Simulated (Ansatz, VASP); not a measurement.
NaCl in VASP and in Ansatz

File INCAR:

```
PREC = Accurate
ENCUT = 520
EDIFF = 1E-7
ISMEAR = -1
SIGMA = 0.05
LREAL = F
LASPH = T
NELM = 60
ALGO = Normal
ISIF = 2
LWAVE = F
LCHARG = F
GGA = PE
NBANDS = 14
```

Contents of KPOINTS:

```
Automatic mesh
0
Gamma
  8 8 8
```

POSCAR

```
NaCl
1.0
    3.5021900000      0.0000000000      0.0000000000
    0.0000000000      3.5021900000      0.0000000000
    0.0000000000      0.0000000000      3.5021900000
Cl Na
1 1
Direct
    0.5000000000      0.5000000000      0.5000000000
    0.0000000000      0.0000000000      0.0000000000
```

File input.yaml:

```yaml
crystal:
  lattice:
    - [3.50219, 0.0, 0.0]
    - [0.0, 3.50219, 0.0]
    - [0.0, 0.0, 3.50219]
  atoms:
    - { symbol: Cl, position: [0.5, 0.5, 0.5] }
    - { symbol: Na, position: [0.0, 0.0, 0.0] }
hamiltonian:
  xc: pbe
  pseudopotentials: { kind: paw }
kpoints:
  mp_grid: { grid: [8, 8, 8] }
scf:
  occupations: { method: fermi_dirac, width: 0.05 }
output:
  forces: true
  stress: true
  eigenvalues: true
```

Measurements of this composition are mostly on another form, of space group No. 225.

Alike in both runs: task single point; functional PBE; k mesh 8 × 8 × 8; occupations fermi-dirac, width 0.05 eV; no spin polarisation.

|  | VASP | Ansatz |
| --- | --- | --- |
| version | VASP 6.6.1 | Ansatz 0.2.0 |
| potentials or method | VASP PAW PBE potentials, release 64 (Cl, Na_pv) | Ansatz PAW |
| plane-wave cutoff (eV) | 520 | 420 |
| valence electrons in the cell | 14 | 16 |

```tsv
	VASP	Ansatz	Ansatz less VASP
gap on the k mesh at the Fermi level (eV)	3.98	3.98	0.000
least direct gap on the mesh (eV)	4.47	4.47	0.000
pressure (GPa)	0.1	0.1	+0.05
```

The functional is the same, so the differences come from potentials, cutoffs and numerics. The two sets of potentials don't hold the same shells in valence.

A k mesh can miss the band edges. PBE gaps usually lie below the measured ones, often by a third to a half.
